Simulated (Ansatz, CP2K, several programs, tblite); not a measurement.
Energy against volume for NaH built on the zincblende prototype, at fixed shape and fractional coordinates, computed by several methods (PBE and r2SCAN, where shown, with plane waves in Ansatz); the cell shown is that of r2SCAN. It is cubic, F-43m (No. 216); a = 5.194 Å in the conventional setting, 17.51 Å³ an atom. Na has 4 H at 2.25 Å; H has 4 Na at 2.25 Å. No spin polarisation and no zero-point or thermal motion; the cell was built from a prototype and may be hypothetical. Energies count from each curve's lowest point; fits are third-order Birch-Murnaghan.

```cif
data_structure
_symmetry_space_group_name_H-M 'F-43m'
_symmetry_Int_Tables_number 216
_cell_length_a 5.1938
_cell_length_b 5.1938
_cell_length_c 5.1938
_cell_angle_alpha 90.000
_cell_angle_beta 90.000
_cell_angle_gamma 90.000
_cell_volume 140.11
loop_
_atom_site_label
_atom_site_type_symbol
_atom_site_symmetry_multiplicity
_atom_site_Wyckoff_symbol
_atom_site_fract_x
_atom_site_fract_y
_atom_site_fract_z
_atom_site_occupancy
Na1 Na 4 a 0.00000 0.00000 0.00000 1
H1 H 4 d 0.25000 0.25000 0.75000 1
```

PBE, on the shape of its own relaxed cell:
```csv
V (Å³/atom),E (meV/atom)
16.706,3.72
17.239,0.88
17.773,0.00
18.306,0.85
18.839,3.20
```
V₀ = 17.76 Å³ an atom and B₀ = 17 GPa.

Problem. GFN1-xTB (tblite), on the shape of the cell shown, as a cluster of 64 atoms at the zone centre, gives

| V (Å³/atom) | E (meV/atom) |
| --- | --- |
| 15.412 | 0.00 |
| 16.463 | 1.94 |
| 17.514 | 9.41 |
| 18.564 | 20.21 |
| 19.615 | 32.80 |

What equilibrium volume and bulk modulus follow?

Solution. V₀ = 15.65 Å³ an atom and B₀ = 18 GPa. The lowest point lies at an end of the range, so the fit is barely bracketed.

PBE/SZV (CP2K), on the shape of the cell shown:
```
V (Å³/atom)  E (meV/atom)
     15.412          0.00
     16.463          3.00
     17.514         15.11
     18.564         33.89
     19.615         61.22
```
The fit gives a pressure derivative B′ of -3.7, outside the usual 2 to 7: a trait of the method or a rough curve, so no modulus is quoted.

light PBE (260 eV and a coarse mesh), on the shape of the cell shown:
```csv
V (Å³/atom),E (meV/atom)
16.113,12.79
16.813,9.24
17.514,2.71
18.214,0.00
18.915,4.14
19.615,6.24
```
The points scatter about the fit by more than 0.3 meV an atom, since at so low a cutoff the number of plane waves jumps with the volume, so no fit is quoted.

Problem. r2SCAN, on the shape of its own relaxed cell, gives
```tsv
V (Å³/atom)	E (meV/atom)
16.463	3.87
16.988	0.92
17.514	0.00
18.039	0.85
18.564	3.22
```
What equilibrium volume and bulk modulus follow?

Solution. V₀ = 17.51 Å³ an atom and B₀ = 18 GPa.
